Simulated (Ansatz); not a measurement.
A run of Ansatz 0.2.0 is set up as follows.

Contents of input.yaml:

```yaml
crystal:
  lattice:
    - [2.49824, 0.0, 0.0]
    - [-1.24912, 2.1635393048, 0.0]
    - [0.0, 0.0, 6.6357]
  atoms:
    - { symbol: "N", position: [0.6666666667, 0.3333333333, 0.25] }
    - { symbol: "N", position: [0.3333333333, 0.6666666667, 0.75] }
    - { symbol: B, position: [0.6666666667, 0.3333333333, 0.75] }
    - { symbol: B, position: [0.3333333333, 0.6666666667, 0.25] }
hamiltonian:
  xc: pbe
  pseudopotentials: { kind: paw }
kpoints:
  mp_grid: { grid: [12, 12, 4] }
scf:
  occupations: { method: gaussian, width: 0.03 }
output:
  forces: true
  stress: true
  eigenvalues: true
```

Potentials or basis: Ansatz PAW.

Command:

```console
$ ansatz run input.yaml --threads 2 --pin off --max-ram 5632MiB --backend cpu --events-out ev --progress --plain --runs-dir out
```

**Question.** What does it give for the band gap on the k mesh?

**Answer.** 4.29 eV, indirect (least direct gap 4.66 eV).

**Question.** What does it give for the pressure?

**Answer.** 5.1 GPa.

Stress tensor (GPa, compression positive):
```
6.12 0.00 0.00
0.00 6.12 0.00
0.00 0.00 2.98
```

Caveat: the pressure holds a Pulay correction of +0.6 GPa for the finite cutoff; this functional lacks dispersion, which binds the layers, so the pressure and a relaxed spacing across them are unreliable. As with any semilocal functional, this PBE gap is likely too small.
